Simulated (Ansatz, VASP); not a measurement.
**One calculation of HfO2, two programs**

```xyz
3
Lattice="0.0000 2.5488 2.5488 2.6253 0.0000 2.5488 2.6253 2.5488 0.0000" Properties=species:S:1:pos:R:3 pbc="T T T"
Hf    0.0000    0.0000    0.0000
O     1.3126    1.2744    1.2744
O     3.9379    3.8232    3.8232
```

Change from the starting cell: strain +0.0300 x Voigt [1, 0, 0, 0, 0, 0], atoms carried along.

Alike in both runs: task single point; functional PBE; k mesh 8 × 8 × 8; occupations gaussian, width 0.05 eV; no spin polarisation.

|  | VASP | Ansatz |
| --- | --- | --- |
| version | VASP 6.6.1 | Ansatz 0.2.0 |
| potentials or method | VASP PAW PBE potentials, release 64 (Hf_pv, O) | scalar-relativistic, plane waves, PAW |
| plane-wave cutoff (eV) | 520 | 420 |
| valence electrons in the cell | 22 | 38 |

Ansatz gave:

```
gap on the k mesh at the Fermi level (eV)       : 3.48
least direct gap on the mesh (eV)               : 3.53
pressure (GPa)                                  : -6.8
largest component of the traceless stress (GPa) : 8.60
```

What did VASP give for the same quantities?

gap on the k mesh at the Fermi level (eV): 3.46; least direct gap on the mesh (eV): 3.53; pressure (GPa): -10.1; largest component of the traceless stress (GPa): 8.74.

The two sets of potentials don't hold the same shells in valence.

Caveats: spin-orbit coupling is left out, which moves the levels of the heavy elements. A k mesh can miss the band edges.
